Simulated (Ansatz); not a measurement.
# Nb under changes of volume

One of the cells (18.922 Å³/atom); the others are scaled copies at fixed shape and fractional positions:

```
CELL_PARAMETERS angstrom
0.00000 2.11500 2.11500
2.11500 0.00000 2.11500
2.11500 2.11500 0.00000
ATOMIC_POSITIONS crystal
Nb 0.00000 0.00000 0.00000
```

This isn't the form of Nb at room conditions, which is bcc.

```yaml
Program: Ansatz 0.2.0
Functional: PBEsol
Potentials_or_basis: all-electron LAPW, scalar-relativistic
Cutoff: 200 eV (chosen from the basis error)
Basis_error_allowed: 0.001 eV/atom
k_mesh: 11 × 11 × 11
Occupations: fermi-dirac, width 0.05 eV
Spin: no spin polarisation
```

```csv
volume (Å³/atom),energy over the lowest point (meV/atom),pressure (GPa)
17.786,?,?
18.165,0.00,-0.8
18.543,6.18,-4.3
18.922,20.20,-7.4
19.300,41.29,-10.2
19.679,68.71,-12.7
20.057,101.79,-15.0
```

What does the run at 17.786 Å³/atom give?

Energy over the lowest point 2.48 meV/atom; pressure 3.0 GPa.

Worked out: A Birch-Murnaghan fit of order 3 (a polynomial in V^(-2/3)) to the other rows has its minimum at 18.08 Å³/atom, just outside them, with B0 = V·E''(V) = 181 GPa and B' = 4.1. It gives 2.57 meV/atom at 17.786 Å³/atom, against the run's 2.48, and -dE/dV = 3.1 GPa, against 3.0.

Energies are extrapolated to zero smearing.

The runs don't all hold the same shells in valence.
